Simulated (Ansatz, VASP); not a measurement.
## Al2O3 in VASP and in Ansatz

File INCAR:

```
PREC = Accurate
ENCUT = 520
EDIFF = 1E-7
ISMEAR = -1
SIGMA = 0.05
LREAL = F
LASPH = T
NELM = 60
ALGO = Normal
ISIF = 2
LWAVE = F
LCHARG = F
GGA = PE
NBANDS = 20
```

File KPOINTS:

```
regular mesh
0
Gamma
  11 11 3
```

POSCAR

```
Al2O3
1.0
    2.8453428055      0.0000000000      0.0000000000
   -1.4226714028      2.4641391521      0.0000000000
    0.0000000000      0.0000000000      9.2105666337
Al O
2 3
Direct
    0.0000000000      0.0000000000      0.8500076700
    0.0000000000      0.0000000000      0.1499923300
    0.3333333333      0.6666666667      0.7776830800
    0.6666666667      0.3333333333      0.0000000000
    0.3333333333      0.6666666667      0.2223169200
```

File input.yaml:

```yaml
crystal:
  lattice:
    - [2.8453428055, 0.0, 0.0]
    - [-1.4226714028, 2.4641391521, 0.0]
    - [0.0, 0.0, 9.2105666337]
  atoms:
    - { symbol: Al, position: [0.0, 0.0, 0.85000767] }
    - { symbol: Al, position: [0.0, 0.0, 0.14999233] }
    - { symbol: O, position: [0.3333333333, 0.6666666667, 0.77768308] }
    - { symbol: O, position: [0.6666666667, 0.3333333333, 0.0] }
    - { symbol: O, position: [0.3333333333, 0.6666666667, 0.22231692] }
hamiltonian:
  xc: pbe
  pseudopotentials: { kind: paw }
kpoints:
  mp_grid: { grid: [11, 11, 3] }
scf:
  occupations: { method: fermi_dirac, width: 0.05 }
output:
  forces: true
  stress: true
  eigenvalues: true
  write_density: true
  write_potential: true
  elf: true
  volumetric_format: npy
```

Change from the starting cell: volume scaled by 0.96.

Alike in both runs: task single point; functional PBE; k mesh 11 × 11 × 3; occupations fermi-dirac, width 0.05 eV; no spin polarisation.

```csv
,VASP,Ansatz
version,VASP 6.6.1,Ansatz 0.2.0
potentials or method,"VASP PAW PBE potentials, release 64 (Al, O)",Ansatz PAW
plane-wave cutoff (eV),520,420
valence electrons in the cell,24,24
```

VASP gave:

* gap on the k mesh at the Fermi level (eV): 5.13
* least direct gap on the mesh (eV): 5.39
* pressure (GPa): 6.4
* largest component of the traceless stress (GPa): 2.31
* rms of the force components (eV/Å): 0.196

Task: What did Ansatz give for the same quantities?

Result: gap on the k mesh at the Fermi level (eV): 5.15; least direct gap on the mesh (eV): 5.40; pressure (GPa): 6.3; largest component of the traceless stress (GPa): 2.06; rms of the force components (eV/Å): 0.210.

Atom by atom the forces differ by 0.017 eV/Å (rms over components).

Caveats: an odd mesh through Γ misses points on the zone boundary, where band edges often lie (VASP); odd divisions of the mesh miss points on the zone boundary, where band edges often lie, so the gap on the mesh can be too wide (Ansatz); the pressure holds a Pulay correction of +0.6 GPa for the finite cutoff (Ansatz).
